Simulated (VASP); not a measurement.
Crystal: As.

```
As
1.0
     1.88080    1.08588    3.51406
    -1.88080    1.08588    3.51406
     0.00000   -2.17176    3.51406
As
2
Direct
  0.22600 0.22600 0.22600
  0.77400 0.77400 0.77400
```

```yaml
Program: VASP 6.6.1
Task: relaxation of cell and atoms
Functional: LDA
Potentials_or_basis: VASP PAW LDA potentials, release 64 (As)
Cutoff: 600 eV
k_mesh: 8 × 8 × 8
Occupations: fermi-dirac, width 0.05 eV
Spin: no spin polarisation
```

At the start: pressure -1.0 GPa; volume 21.53 Å³/atom.

Question: How do energy, volume and symmetry change on relaxing?

Answer: Over 11 steps the energy falls by 13.6 meV/atom and the volume is 20.46 Å³/atom (-5.0 %); space group R-3m (No. 166, to 0.05 Å).

Step by step:
```csv
step,energy change (eV),largest force (eV/Å),pressure (GPa),volume (Å³)
1,0.0000,0.3187,-0.95,43.06
2,-0.0120,0.1941,-0.36,42.27
3,-0.0187,0.0092,0.86,40.87
4,-0.0190,0.0455,0.62,41.12
5,-0.0231,0.1179,-0.60,41.35
6,-0.0231,0.1245,-0.65,41.36
7,-0.0266,0.0623,-0.15,40.99
8,-0.0270,0.0248,0.07,40.81
9,-0.0270,0.0292,0.05,40.83
10,-0.0271,0.0130,0.01,40.89
11,-0.0271,0.0024,-0.01,40.92
```

Final structure:
```xyz
2
Lattice="1.8858 1.0888 3.3218 -1.8858 1.0888 3.3218 0.0000 -2.1775 3.3218" Properties=species:S:1:pos:R:3 pbc="T T T"
As    0.0000    0.0000    2.2971
As    0.0000    0.0000    7.6682
```
